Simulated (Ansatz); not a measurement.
Set up this calculation in Ansatz 0.2.0, as the native input.

* Task: single point
* Functional: PBE
* Potentials or basis: Ansatz PAW
* Cutoff: 420 eV (not typed: the program's choice for these potentials)
* k mesh: 8 × 8 × 5
* Occupations: gaussian, width 0.016 eV
* Spin: no spin polarisation

Te2Pt (Moncheite):

```
Pt Te
1.0
     4.01000    0.00000    0.00000
    -2.00500    3.47276    0.00000
     0.00000    0.00000    5.20100
Pt Te
1 2
Direct
  0.00000 0.00000 0.00000
  0.66667 0.33333 0.75000
  0.33333 0.66667 0.25000
```

These files were run (other wordings do the same):

input.yaml

```yaml
crystal:
  lattice:
    - [4.01, 0.0, 0.0]
    - [-2.005, 3.4727618692, 0.0]
    - [0.0, 0.0, 5.201]
  atoms:
    - { symbol: Pt, position: [0.0, 0.0, 0.0] }
    - { symbol: Te, position: [0.6666666667, 0.3333333333, 0.75] }
    - { symbol: Te, position: [0.3333333333, 0.6666666667, 0.25] }
hamiltonian:
  xc: pbe
  pseudopotentials: { kind: paw }
kpoints:
  mp_grid: { grid: [8, 8, 5] }
scf:
  occupations: { method: gaussian, width: 0.016 }
output:
  forces: true
  stress: true
  eigenvalues: true
```

Potentials or basis: Ansatz PAW.

Command:

```sh
$ ansatz run input.yaml --threads 2 --pin off --max-ram 5632MiB --backend cpu --events-out ev --progress --plain --runs-dir out
```

It gave:

The pressure is 8.7 GPa. The largest force is 0.974 eV/Å and the band gap on the k mesh is none (metal or under the smearing width).

Run time: 1.1 s on 2 threads of Intel(R) Xeon(R) 6975P-C (Granite Rapids) (shared host), peak memory 0.45 GiB.
